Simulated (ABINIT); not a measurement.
An input for ABINIT 10.8.3 (MgO (Fm-3m)):

```
acell 3*1.0 Angstrom
rprim 
  -0.000000000000 2.097001392700 2.097001392700
  2.097001392700 0.000000000000 2.097001392700
  2.097001392700 2.097001392700 0.000000000000
ntypat 2
znucl 12 8
natom 2
typat 1 2
xred 
  0.000000000000 0.000000000000 0.000000000000
  0.500000000000 0.500000000000 0.500000000000
pp_dirpath "pseudos"
pseudos "Mg.upf, O.upf"
ecut 38
ngkpt 6 6 6
nshiftk 1
shiftk 0 0 0
kptopt 1
chksymbreak 0
istwfk *1
occopt 1
irdwfk 1
optdriver 3
nband 343
ecuteps 16
inclvkb 2
awtr 1
symchi 1
indata_prefix "in"
outdata_prefix "out"
tmpdata_prefix "tmp"
```

```sh
OMP_NUM_THREADS=1 mpirun -n 8 abinit run.abi > log
```

Question: Estimate wall time and host memory on 8 MPI ranks of Intel Xeon 6975P-C (Granite Rapids), shared host.

It took 2.3 min; on shared hardware allow 69 s to 4.6 min. Peak host memory was 3.1 GiB.

[Paths, hosts, dates, memory and timing lines, banners, echoed tables and standing remarks are left out of the program output.]

[Logs are printed without paths, hosts, clocks, repeated set-up lines and the standing remarks that a program may print on its own settings, such as how far it seeks lower states.]

[Runs of the session that timed out or met a known fault of the program may be left out.]

[Hosts, paths, dates, database ids (printed as entryN), source tags and the programs' standing remarks are cut or masked in the printed files.]

[G0W0 gaps are taken among the corrected bands and points alone; a level outside them can change the order at an edge.]

[Where Ansatz stands beside ABINIT at settings called matched, ABINIT's density can come from a denser mesh and the files from another edition; pairs whose starting gaps differed by over 0.03 eV were left out, so agreement reads better than it is.]
